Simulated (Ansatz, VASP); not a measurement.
# One calculation of Ag, two programs

```xyz
1
Lattice="-1.5894 1.5894 1.6557 1.5894 -1.5894 1.6557 1.5894 1.5894 -1.6557" Properties=species:S:1:pos:R:3 pbc="T T T"
Ag    0.0000    0.0000    0.0000
```

This isn't the form of Ag at room conditions, which is fcc.

Alike in both runs: task single point; functional PBEsol; k mesh 10 × 10 × 10; occupations fermi-dirac, width 0.05 eV; no spin polarisation.

```csv
,VASP,Ansatz
version,VASP 6.6.1,Ansatz 0.2.0
potentials or method,"VASP PAW PBE potentials, release 64 (Ag)",Ansatz PAW
plane-wave cutoff (eV),520,420
valence electrons in the cell,11,19
```

|  | VASP | Ansatz | Ansatz less VASP |
| --- | --- | --- | --- |
| gap on the k mesh at the Fermi level (eV) | none | none | - |
| pressure (GPa) | 0.2 | 0.4 | +0.21 |
| largest component of the traceless stress (GPa) | 2.08 | 2.08 | -0.004 |

A gap of «none» marks a metal or a gap that the smearing closes. The two sets of potentials don't hold the same shells in valence.

Caveats: the PAW data sets were made with another functional, which shifts forces and pressure a little (VASP); the PAW data sets come from PBE, with cores solved anew for the run's functional, which leaves a small shift of forces and pressure (Ansatz).
